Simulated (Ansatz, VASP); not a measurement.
SnO in VASP and in Ansatz

```
Sn O
1.0
     0.00000    2.56305    2.56305
     2.56305    0.00000    2.56305
     2.56305    2.56305    0.00000
Sn O
1 1
Direct
  0.00000 0.00000 0.00000
  0.25000 0.25000 0.25000
```

Change from the starting cell: hydrostatic strain -5.4%.

Alike in both runs: task single point; functional r2SCAN; k mesh 8 × 8 × 8; occupations fermi-dirac, width 0.02 eV; no spin polarisation.

|  | VASP | Ansatz |
| --- | --- | --- |
| version | VASP 6.6.1 | Ansatz 0.2.0 |
| potentials or method | VASP PAW PBE potentials, release 64 (Sn_d, O) | plane waves, PAW |
| plane-wave cutoff (eV) | 520 | 500 |
| valence electrons in the cell | 20 | 20 |

Ansatz gave:

```
pressure (GPa) : 14.0
```

Task: Estimate VASP's values.

Result: Pressure (GPa): 14.8.

With one functional, cell and mesh, what is left measures potentials, basis and numerics.

Caveats: the PAW data sets were made with another functional, which shifts forces and pressure a little (VASP).
